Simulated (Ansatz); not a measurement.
The system is Mg.

```
CELL_PARAMETERS angstrom
3.20930 0.00000 0.00000
-1.60465 2.77934 0.00000
0.00000 0.00000 5.21030
ATOMIC_POSITIONS crystal
Mg 0.66667 0.33333 0.75000
Mg 0.33333 0.66667 0.25000
```

Base run:

| Quantity | Value |
| --- | --- |
| Program | Ansatz 0.2.0 |
| Functional | BLYP |
| Potentials or basis | all-electron LAPW, scalar-relativistic |
| Cutoff | 104 eV (chosen from the basis error) |
| Basis error allowed | 0.001 eV/atom |
| k mesh | 10 × 10 × 5 |
| Occupations | fermi-dirac, width 0.05 eV |
| Spin | no spin polarisation |

Its results: pressure 0.5 GPa.

Task: The run is repeated on the same cell with these changes: functional from BLYP to PBE; occupations from fermi-dirac, width 0.05 eV to gaussian, width 0.016 eV. What comes out?

Result: Pressure -0.5 GPa.
